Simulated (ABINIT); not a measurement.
# CoO (Fm-3m) in ABINIT: a series of runs

The runs below take CoO through single point, with r2SCAN.

Everything below comes from runs of ABINIT 10.8.3 (patched build). Logs are shortened: lines on timing, memory, paths and dates and some standing lists are left out, and cuts for length are marked. The log counts tension as positive stress, the text compression.

## 1. The crystal as given

The structure is cubic, space group Fm-3m (No. 225). Conventional cell: a = 4.263 Å, b = 4.263 Å, c = 4.263 Å, α = 90.00°, β = 90.00°, γ = 90.00°. Co (site symmetry m-3m) is surrounded by 6 O at 2.13 Å. Around O (site symmetry m-3m) lie 6 Co at 2.13 Å.

## 2. Single point, r2SCAN, collinear spin, ferromagnetic start

Contents of run.abi:

```
# Pseudopotentials
pp_dirpath "./"
pseudos "Co.GGA_PBE-ansatz.xml, O.GGA_PBE-ansatz.xml"

# Structure
acell 3*1.0
rprim
     0.0000000000     4.0279512346     4.0279512346
     4.0279512346     0.0000000000     4.0279512346
     4.0279512346     4.0279512346     0.0000000000
ntypat 2
znucl 27 8
natom 2
typat 1 2
xred
     0.0000000000     0.0000000000     0.0000000000
     0.5000000000     0.5000000000     0.5000000000

# Plane-wave basis
ecut 19.0
pawecutdg 38.0
pawovlp 30

# k points
kptopt 1
ngkpt 11 11 11
nshiftk 1
shiftk 0.0 0.0 0.0

# Exchange and correlation
ixc -497498
usekden 1
pawxcdev 0

# Bands and occupations
nband 16
occopt 3
tsmear 0.00183747

# Spin
nsppol 2
spinat
     0.0000000000     0.0000000000     2.0000000000
     0.0000000000     0.0000000000     0.0000000000

# SCF cycle
nstep 100
tolvrs 1.0e-7

# Output
iomode 3
prtwf 0
prteig 0
prtebands 0
enunit 1
prtden 1
prtvha 1
prtvclmb 1
prtpot 1
```

Potentials or basis: Ansatz PAW PBE default generated set, frozen core.

Launch:

```console
$ mpirun --bind-to none -np 4 abinit run.abi > log 2>&1
```

run.abo:

```text
[... set-up lines left out ...]
 ETOT  1  -157.03560021124    -1.570E+02 6.195E+00 1.346E+01 1.181E+00 1.181E+00
 ETOT  2  -157.65356934747    -6.180E-01 2.872E-01 4.286E+01 1.565E+00 2.746E+00
 ETOT  3  -157.65087655617     2.693E-03 3.821E-02 1.411E+01 1.762E-01 2.570E+00
 ETOT  4  -157.67830379007    -2.743E-02 2.048E-02 1.353E+01 1.855E-01 2.755E+00
 ETOT  5  -157.69132094555    -1.302E-02 1.432E-02 9.664E+00 5.994E-02 2.696E+00
 ETOT  6  -157.70535368781    -1.403E-02 2.709E-03 2.653E+00 2.324E-02 2.719E+00
 ETOT  7  -157.70759156796    -2.238E-03 2.155E-03 5.984E-02 8.872E-03 2.718E+00
 ETOT  8  -157.70774946762    -1.579E-04 1.630E-03 1.265E-02 7.001E-03 2.725E+00
 ETOT  9  -157.70777236180    -2.289E-05 5.090E-04 3.939E-03 6.770E-03 2.720E+00
 ETOT 10  -157.70777329977    -9.380E-07 1.795E-04 4.007E-04 6.675E-04 2.720E+00
 ETOT 11  -157.70777342720    -1.274E-07 9.076E-05 3.496E-05 3.042E-04 2.720E+00
 ETOT 12  -157.70777352935    -1.021E-07 1.079E-04 6.385E-05 5.675E-05 2.720E+00
 ETOT 13  -157.70777349954     2.980E-08 8.386E-05 1.182E-05 2.559E-04 2.720E+00
 ETOT 14  -157.70777349377     5.768E-09 6.705E-05 1.896E-07 1.183E-05 2.720E+00
 ETOT 15  -157.70777349413    -3.558E-10 4.448E-05 5.790E-08 2.045E-05 2.720E+00

 At SCF step   15       nres2   =  5.79E-08 < tolvrs=  1.00E-07 =>converged.

Result for kinetic energy density :

--------------------------------------------------------------------------------
 Total kinetic energy density [Ha/Bohr^3]
)     Maximum=    1.7659E+00  at reduced coord.    0.0938    0.9063    0.9688
)     Minimum=    7.3171E-03  at reduced coord.    0.2500    0.2500    0.2500
   Integrated=    2.2729E+01
 Spin up density      [Ha/Bohr^3]
)     Maximum=    9.6800E-01  at reduced coord.    0.9375    0.9688    0.9688
)     Minimum=    3.6144E-03  at reduced coord.    0.2500    0.2500    0.2500
   Integrated=    1.2657E+01
 Spin down density    [Ha/Bohr^3]
)     Maximum=    8.0811E-01  at reduced coord.    0.0625    0.9375    0.9375
)     Minimum=    3.7026E-03  at reduced coord.    0.2500    0.2500    0.2500
   Integrated=    1.0072E+01
 Magnetization (spin up - spin down) [Ha/Bohr^3]
)     Maximum=    1.9692E-01  at reduced coord.    0.9375    0.9375    0.9688
)     Minimum=   -8.8230E-05  at reduced coord.    0.2500    0.2500    0.2500
   Integrated=    2.5851E+00
 Relative magnetization (=zeta, between -1 and 1)
)     Maximum=    2.8981E-01  at reduced coord.    0.2500    0.7500    0.7813
)     Minimum=   -1.2058E-02  at reduced coord.    0.2500    0.2500    0.2500
--------------------------------------------------------------------------------

 Cartesian components of stress tensor (hartree/bohr^3)
  sigma(1 1)=  2.52196369E-04  sigma(3 2)=  0.00000000E+00
  sigma(2 2)=  2.52196369E-04  sigma(3 1)=  0.00000000E+00
  sigma(3 3)=  2.52196369E-04  sigma(2 1)=  0.00000000E+00

--- !ResultsGS
iteration_state: {dtset: 1, }
comment   : Summary of ground state results
lattice_vectors:
- [  0.0000000,   4.0279512,   4.0279512, ]
- [  4.0279512,   0.0000000,   4.0279512, ]
- [  4.0279512,   4.0279512,   0.0000000, ]
lattice_lengths: [   5.69638,    5.69638,    5.69638, ]
lattice_angles: [ 60.000,  60.000,  60.000, ] # degrees, (23, 13, 12)
lattice_volume:   1.3070211E+02
convergence: {deltae: -3.558E-10, res2:  5.790E-08, residm:  4.448E-05, diffor: null, }
etotal    :  -1.57707773E+02
entropy   :   0.00000000E+00
fermie    :   3.00227894E-01
cartesian_stress_tensor: # hartree/bohr^3
- [  2.52196369E-04,   0.00000000E+00,   0.00000000E+00, ]
- [  0.00000000E+00,   2.52196369E-04,   0.00000000E+00, ]
- [  0.00000000E+00,   0.00000000E+00,   2.52196369E-04, ]
pressure_GPa:  -7.4199E+00
xred      :
- [  0.0000E+00,   0.0000E+00,   0.0000E+00, Co]
- [  5.0000E-01,   5.0000E-01,   5.0000E-01,  O]
cartesian_forces: # hartree/bohr
- [ -0.00000000E+00,  -0.00000000E+00,  -0.00000000E+00, ]
- [ -0.00000000E+00,  -0.00000000E+00,  -0.00000000E+00, ]
force_length_stats: {min:   0.00000000E+00, max:   0.00000000E+00, mean:   0.00000000E+00, }
...

 Integrated electronic and magnetization densities in atomic spheres:
 ------------------------------------------------------------------------------------------------------------
 Radius=ratsph(iatom), smearing ratsm=  0.0000. Diff(up-dn)=approximate z local magnetic moment.
    Atom    Radius    up_density   dn_density  Total(up+dn)  Diff(up-dn)
    1 Co   2.62861     9.675088     6.954833     16.629921     2.720254
    2  O   1.79524     3.020933     2.722866      5.743799     0.298067
 ------------------------------------------------------------------------------------------------------------
  Sum:                12.696021     9.677700     22.373721     3.018321
 Total magnetization (from the atomic spheres):                3.018321
 Total magnetization (exact up - dn):                          2.999965

================================================================================

 ----iterations are completed or convergence reached----

 Mean square residual over all n,k,spin=   39.040E-09; max=  44.483E-06
 reduced coordinates (array xred) for    2 atoms
       0.000000000000      0.000000000000      0.000000000000
       0.500000000000      0.500000000000      0.500000000000
 rms dE/dt=  0.0000E+00; max dE/dt=  0.0000E+00; dE/dt below (all hartree)
    1       0.000000000000      0.000000000000      0.000000000000
    2       0.000000000000      0.000000000000      0.000000000000

 cartesian coordinates (angstrom) at end:
    1      0.00000000000000     0.00000000000000     0.00000000000000
    2      2.13149999853289     2.13149999853289     2.13149999853289

 cartesian forces (hartree/bohr) at end:
    1     -0.00000000000000    -0.00000000000000    -0.00000000000000
    2     -0.00000000000000    -0.00000000000000    -0.00000000000000
 frms,max,avg= 0.0000000E+00 0.0000000E+00   0.000E+00  0.000E+00  0.000E+00 h/b

 cartesian forces (eV/Angstrom) at end:
    1     -0.00000000000000    -0.00000000000000    -0.00000000000000
    2     -0.00000000000000    -0.00000000000000    -0.00000000000000
 frms,max,avg= 0.0000000E+00 0.0000000E+00   0.000E+00  0.000E+00  0.000E+00 e/A
 length scales=  1.000000000000  1.000000000000  1.000000000000 bohr
              =  0.529177210544  0.529177210544  0.529177210544 angstroms
 Fermi (or HOMO) energy (eV) =   8.16962   Average Vxc (eV)= -12.81405
 Eigenvalues (   eV  ) for nkpt=  56  k points, SPIN UP:
 kpt#   1, nband= 16, wtk=  0.00075, kpt=  0.0000  0.0000  0.0000 (reduced coord)
 -92.87717  -54.69882  -54.69882  -54.69882  -13.12194    4.16032    4.16032    4.55236
   4.55236    4.55236    4.84500    4.84500    4.84500    9.45976   25.56986   26.76380
 prteigrs : prtvol=0 or 1, do not print more k-points.

 Eigenvalues (   eV  ) for nkpt=  56  k points, SPIN DOWN:
 kpt#   1, nband= 16, wtk=  0.00075, kpt=  0.0000  0.0000  0.0000 (reduced coord)
 -88.58406  -50.49640  -50.49640  -50.49640  -12.58682    5.52006    5.52006    5.52006
   7.06024    7.06024    7.06024    9.26328    9.26328   10.25861   25.77162   27.47307
 prteigrs : prtvol=0 or 1, do not print more k-points.

--- !EnergyTerms
iteration_state     : {dtset: 1, }
comment             : Components of total free energy in Hartree
kinetic             :  2.27285926076425E+01
hartree             :  5.19762732304920E+01
xc                  : -8.33612722277939E+00
Ewald energy        : -1.06281430860341E+02
psp_core            :  4.66346799239256E+00
local_psp           : -1.31135056294752E+02
PAW spherical_terms :  8.67774422327747E+00
internal            : -1.57706536324069E+02
'-kT*entropy'       : -1.22555112874973E-03
total_energy        : -1.57707761875197E+02
total_energy_eV     : -4.29144682237519E+03
...

--- !EnergyTermsDC
iteration_state     : {dtset: 1, }
comment             : '"Double-counting" decomposition of free energy'
band_energy         : -1.69943791733777E+01
Ewald energy        : -1.06281430860341E+02
psp_core            :  4.66346799239256E+00
xc_dc               : -4.89937486663514E+01
PAW spherical_terms :  9.89954276467769E+00
internal            : -1.57706547943000E+02
'-kT*entropy'       : -1.22555112874973E-03
total_energy_dc     : -1.57707773494129E+02
total_energy_dc_eV  : -4.29144713854243E+03
...

--- !EnergyTermsWithPAWCore
iteration_state     : {dtset: 1, }
comment             : 'Components of total free energy, including PAW core contributions'
Total energy        : -1.45800365230784E+03
Total energy DC     : -1.45800366392678E+03
Total energy (eV)   : -3.96743005309997E+04
Total energy DC (eV): -3.96743008471670E+04
...

 Cartesian components of stress tensor (hartree/bohr^3)
  sigma(1 1)=  2.52196369E-04  sigma(3 2)=  0.00000000E+00
  sigma(2 2)=  2.52196369E-04  sigma(3 1)=  0.00000000E+00
  sigma(3 3)=  2.52196369E-04  sigma(2 1)=  0.00000000E+00

-Cartesian components of stress tensor (GPa)         [Pressure= -7.4199E+00 GPa]
- sigma(1 1)=  7.41987336E+00  sigma(3 2)=  0.00000000E+00
- sigma(2 2)=  7.41987336E+00  sigma(3 1)=  0.00000000E+00
- sigma(3 3)=  7.41987336E+00  sigma(2 1)=  0.00000000E+00

== END DATASET(S) ==============================================================
================================================================================

 -outvars: echo values of variables after computation  --------
            acell      1.0000000000E+00  1.0000000000E+00  1.0000000000E+00 Bohr
           etotal     -1.5770777349E+02
            fcart     -0.0000000000E+00 -0.0000000000E+00 -0.0000000000E+00
                      -0.0000000000E+00 -0.0000000000E+00 -0.0000000000E+00
            rprim      0.0000000000E+00  4.0279512346E+00  4.0279512346E+00
                       4.0279512346E+00  0.0000000000E+00  4.0279512346E+00
                       4.0279512346E+00  4.0279512346E+00  0.0000000000E+00
           strten      2.5219636949E-04  2.5219636949E-04  2.5219636949E-04
                       0.0000000000E+00  0.0000000000E+00  0.0000000000E+00
           xangst      0.0000000000E+00  0.0000000000E+00  0.0000000000E+00
                       2.1314999985E+00  2.1314999985E+00  2.1314999985E+00
             xred      0.0000000000E+00  0.0000000000E+00  0.0000000000E+00
                       5.0000000000E-01  5.0000000000E-01  5.0000000000E-01
 Calculation completed.
```

Run time: 2.3 min. Hardware: 4 MPI ranks of Arm Neoverse V1, shared host; peak memory 1.4 GiB.

What came out:

| Item | Value |
| --- | --- |
| Free energy | -4291.4471 eV |
| Pressure | -7.4 GPa |
| Band gap on the k mesh | none (metal or under the smearing width) |
| Net moment | 3.00 μB per cell |
| Site moments | Co +2.72; O +0.30 μB |

Levels at points of the mesh, in eV from the Fermi level:
Spin up:
```csv
k point,band 11,band 12,band 13,band 14,band 15,band 16
"(0.00, 0.00, 0.00)",-3.32,-3.32,-3.32,1.29,17.40,18.59
```
Spin down:
| k point | band 6 | band 7 | band 8 | band 9 | band 10 | band 11 | band 12 | band 13 | band 14 | band 15 |
| --- | --- | --- | --- | --- | --- | --- | --- | --- | --- | --- |
| (0.00, 0.00, 0.00) | -2.65 | -2.65 | -2.65 | -1.11 | -1.11 | -1.11 | 1.09 | 1.09 | 2.09 | 17.60 |

Caveat: totals of a meta-GGA on PAW files have another zero than those of a GGA; the PAW data sets were made with another functional, which shifts forces and pressure a little; a cell with one magnetic atom can't hold antiferromagnetic order, which such compounds often take; semilocal functionals often make such compounds metallic where correlation or magnetic order opens a gap, which also shifts bond lengths; the atomic spheres overlap.

## 3. Single point, r2SCAN, collinear spin, ferromagnetic start

Edit run.abi of step 2 so:

```diff
@@ -2,3 +2,3 @@
 pp_dirpath "./"
-pseudos "Co.GGA_PBE-ansatz.xml, O.GGA_PBE-ansatz.xml"
+pseudos "Co.GGA_PBE-JTH.xml, O.GGA_PBE-JTH.xml"
 
@@ -19,5 +19,4 @@
 # Plane-wave basis
-ecut 19.0
-pawecutdg 38.0
-pawovlp 30
+ecut 31.0
+pawecutdg 53.0
```

Potentials or basis: JTH PAW PBE v2.0.

Launch:

```console
$ mpirun --bind-to none -np 4 abinit run.abi > log 2>&1
```

run.abo:

```text
.Version 10.8.3 of ABINIT
 Symmetries : space group Fm -3 m (#225); Bravais cF (face-center cubic)
================================================================================
 Values of the parameters that define the memory need of the present run
     intxc =       0    ionmov =       0      iscf =      17    lmnmax =      18
     lnmax =       6     mgfft =      30  mpssoang =       3    mqgrid =    3001
     natom =       2  nloc_mem =       2    nspden =       2   nspinor =       1
    nsppol =       2      nsym =      48    n1xccc =       1    ntypat =       2
    occopt =       3   xclevel =       2
       mpw =        1092          nfft =       27000          nkpt =          56
Pmy_natom=         1
 PAW method is used; the additional fine FFT grid is defined by:
   mgfftf=        40    nfftf =     64000
================================================================================
================================================================================

--------------------------------------------------------------------------------
------------- Echo of variables that govern the present computation ------------
--------------------------------------------------------------------------------
 -outvars: echo values of preprocessed input variables --------
            acell      1.0000000000E+00  1.0000000000E+00  1.0000000000E+00 Bohr
              amu      5.89332000E+01  1.59994000E+01
             ecut      3.10000000E+01 Hartree
           enunit           1
                       outvar_i_n : Printing only first  50 k-points.
              ixc     -497498
                       outvar_i_n : Printing only first  50 k-points.
         kptrlatt       11    0    0      0   11    0      0    0   11
          kptrlen      6.26602159E+01
            natom           2
            nband          16
[... 409 lines left out ...]
...

--- !EnergyTermsWithPAWCore
iteration_state     : {dtset: 1, }
comment             : 'Components of total free energy, including PAW core contributions'
Total energy        : -1.46893689038303E+03
Total energy DC     : -1.46893680391144E+03
Total energy (eV)   : -3.99718090951830E+04
Total energy DC (eV): -3.99718067421709E+04
...

 Cartesian components of stress tensor (hartree/bohr^3)
  sigma(1 1)=  2.56262004E-04  sigma(3 2)=  0.00000000E+00
  sigma(2 2)=  2.56262004E-04  sigma(3 1)=  0.00000000E+00
  sigma(3 3)=  2.56262004E-04  sigma(2 1)=  0.00000000E+00

-Cartesian components of stress tensor (GPa)         [Pressure= -7.5395E+00 GPa]
- sigma(1 1)=  7.53948845E+00  sigma(3 2)=  0.00000000E+00
- sigma(2 2)=  7.53948845E+00  sigma(3 1)=  0.00000000E+00
- sigma(3 3)=  7.53948845E+00  sigma(2 1)=  0.00000000E+00

== END DATASET(S) ==============================================================
================================================================================

 -outvars: echo values of variables after computation  --------
            acell      1.0000000000E+00  1.0000000000E+00  1.0000000000E+00 Bohr
           etotal     -1.5771482346E+02
            fcart     -0.0000000000E+00 -0.0000000000E+00 -0.0000000000E+00
                      -0.0000000000E+00 -0.0000000000E+00 -0.0000000000E+00
            rprim      0.0000000000E+00  4.0279512346E+00  4.0279512346E+00
                       4.0279512346E+00  0.0000000000E+00  4.0279512346E+00
                       4.0279512346E+00  4.0279512346E+00  0.0000000000E+00
           strten      2.5626200371E-04  2.5626200371E-04  2.5626200371E-04
                       0.0000000000E+00  0.0000000000E+00  0.0000000000E+00
           xangst      0.0000000000E+00  0.0000000000E+00  0.0000000000E+00
                       2.1314999985E+00  2.1314999985E+00  2.1314999985E+00
             xred      0.0000000000E+00  0.0000000000E+00  0.0000000000E+00
                       5.0000000000E-01  5.0000000000E-01  5.0000000000E-01
 Calculation completed.
```

Wall time 2.1 min (4 MPI ranks of Arm Neoverse V1, shared host); peak memory 0.64 GiB.

Results:

| Item | Value |
| --- | --- |
| Free energy | -4291.6390 eV |
| Pressure | -7.5 GPa |
| Band gap on the k mesh | none (metal or under the smearing width) |
| Net moment | 3.00 μB per cell |
| Site moments | Co +2.69; O +0.27 μB |
| Valence electrons inside the program's atomic spheres | Co 15.22; O 4.55 |

Caveat: totals of a meta-GGA on PAW files have another zero than those of a GGA; the PAW data sets were made with another functional, which shifts forces and pressure a little; a cell with one magnetic atom can't hold antiferromagnetic order, which such compounds often take; semilocal functionals often make such compounds metallic where correlation or magnetic order opens a gap, which also shifts bond lengths. With open d or f shells a metallic result of r2SCAN can be an artefact of self-interaction; +U or a hybrid may open a gap.

## 4. Single point, r2SCAN, collinear spin, ferromagnetic start

Edit run.abi of step 3 so:

```diff
@@ -2,3 +2,3 @@
 pp_dirpath "./"
-pseudos "Co.GGA_PBE-JTH.xml, O.GGA_PBE-JTH.xml"
+pseudos "Co_ONCV_PBE-1.2.upf, O_ONCV_PBE-1.2.upf"
 
@@ -19,4 +19,3 @@
 # Plane-wave basis
-ecut 31.0
-pawecutdg 53.0
+ecut 50.0
 
@@ -31,3 +30,2 @@
 usekden 1
-pawxcdev 0
 
@@ -46,3 +44,3 @@
 nstep 100
-tolvrs 1.0e-7
+tolvrs 1.0e-9
```

Potentials or basis: SG15 NC PBE v1.2.

Launch:

```console
$ mpirun --bind-to none -np 4 abinit run.abi > log 2>&1
```

Wall time 2.8 min (4 MPI ranks of Arm Neoverse V1, shared host); peak memory 0.44 GiB.

It converged, with:

| Item | Value |
| --- | --- |
| Free energy | -4121.7883 eV |
| Pressure | -7.3 GPa |
| Band gap on the k mesh | none (metal or under the smearing width) |
| Net moment | 3.00 μB per cell |
| Site moments | Co +2.67; O +0.31 μB |
| Valence electrons inside the program's atomic spheres | Co 15.00; O 6.27 |

Levels at points of the mesh, in eV from the Fermi level:
Spin up:
| k point | band 11 | band 12 | band 13 | band 14 | band 15 | band 16 |
| --- | --- | --- | --- | --- | --- | --- |
| (0.00, 0.00, 0.00) | -3.31 | -3.31 | -3.31 | 1.28 | 17.58 | 18.70 |
Spin down:
| k point | band 6 | band 7 | band 8 | band 9 | band 10 | band 11 | band 12 | band 13 | band 14 | band 15 |
| --- | --- | --- | --- | --- | --- | --- | --- | --- | --- | --- |
| (0.00, 0.00, 0.00) | -2.60 | -2.60 | -2.60 | -1.11 | -1.11 | -1.11 | 1.11 | 1.11 | 1.95 | 17.77 |

Caveat: the potentials were made for another functional, which shifts forces and pressure; a cell with one magnetic atom can't hold antiferromagnetic order, which such compounds often take; semilocal functionals often make such compounds metallic where correlation or magnetic order opens a gap, which also shifts bond lengths.

## 5. Summary

| potentials or basis | cutoff (eV) | fine-grid cutoff | gap on the mesh (eV) | pressure (GPa) | moment (μB) |
| --- | --- | --- | --- | --- | --- |
| Ansatz PAW PBE default generated set, frozen core | 517 | 1034.03 eV | none | -7.4 | 3.00 |
| JTH PAW PBE v2.0 | 844 | 1442.2 eV | none | -7.5 | 3.00 |
| SG15 NC PBE v1.2 | 1361 | - | none | -7.3 | 3.00 |

Alike in all rows: task single point; level r2SCAN; spin collinear, ferromagnetic start; cell as given; k mesh 11 × 11 × 11; smearing fermi-dirac 0.05 eV.

Caveats: a cell with one magnetic atom can't hold antiferromagnetic order, which such compounds often take; semilocal functionals often make such compounds metallic where correlation or magnetic order opens a gap, which also shifts bond lengths; totals of a meta-GGA on PAW files have another zero than those of a GGA (some runs); the PAW data sets were made with another functional, which shifts forces and pressure a little (some runs); the atomic spheres overlap (some runs); the potentials were made for another functional, which shifts forces and pressure (some runs).

Absolute energies hang on the potentials; compare differences alone.
